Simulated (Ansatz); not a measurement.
# Ga2AsP: the cost of one run

Method: DFT PBE, scalar-relativistic, plane waves, PAW, in Ansatz 0.2.0.

## Step 1: The starting structure

Symmetry: P6/mmm, No. 191, hexagonal system. The conventional cell has a = 4.356 Å, b = 4.356 Å, c = 5.332 Å, α = 90.00°, β = 90.00°, γ = 120.00°. Around Ga (site symmetry -6m2) lie 3 Ga at 2.51 Å and 3 As at 2.51 Å. P (site symmetry 6/mmm) has 2 As at 2.67 Å as nearest neighbours. Around As (site symmetry 6/mmm) lie 6 Ga at 2.51 Å and 2 P at 2.67 Å.

As a file:

```
CELL_PARAMETERS angstrom
4.35587 0.00000 0.00000
-2.17794 3.77230 0.00000
0.00000 0.00000 5.33214
ATOMIC_POSITIONS crystal
Ga 0.33333 0.66667 0.00000
Ga 0.66667 0.33333 0.00000
P 0.00000 0.00000 0.50000
As 0.00000 0.00000 0.00000
```

The cell is invented: random cell by space group and Wyckoff sites (P6/mmm, No. 191). Lengths come from tabulated atomic sizes and are only a guess.

## Step 2: Probe: one point on a coarse mesh

File input.yaml:

```yaml
crystal:
  lattice:
    - [4.35587433, 0.0, 0.0]
    - [-2.17793717, 3.77229783, 0.0]
    - [0.0, 0.0, 5.33214241]
  atoms:
    - { symbol: Ga, position: [0.33333333, 0.66666667, 0.0] }
    - { symbol: Ga, position: [0.66666667, 0.33333333, 0.0] }
    - { symbol: P, position: [0.0, 0.0, 0.5] }
    - { symbol: As, position: [0.0, 0.0, 0.0] }
basis:
  ecutwfc: 420
kpoints:
  mp_grid: { grid: [6, 6, 4] }
hamiltonian:
  xc: pbe
scf:
  occupations: { method: gaussian, width: 0.1 }
  lower_state_search: "off"
output:
  forces: true
  stress: true
  eigenvalues: true
```

Command:

```
$ ansatz run input.yaml --threads 1 --pin off --max-ram 2560MiB --backend cpu --events-out ev --progress --plain --runs-dir out
```

**Question.** How long does this run take on 1 thread of Intel Xeon Platinum 8259CL at 2.50GHz (Skylake/Cascade Lake), shared host, and how much memory does it need?

About 3.7 s, with a peak of 0.43 GiB.
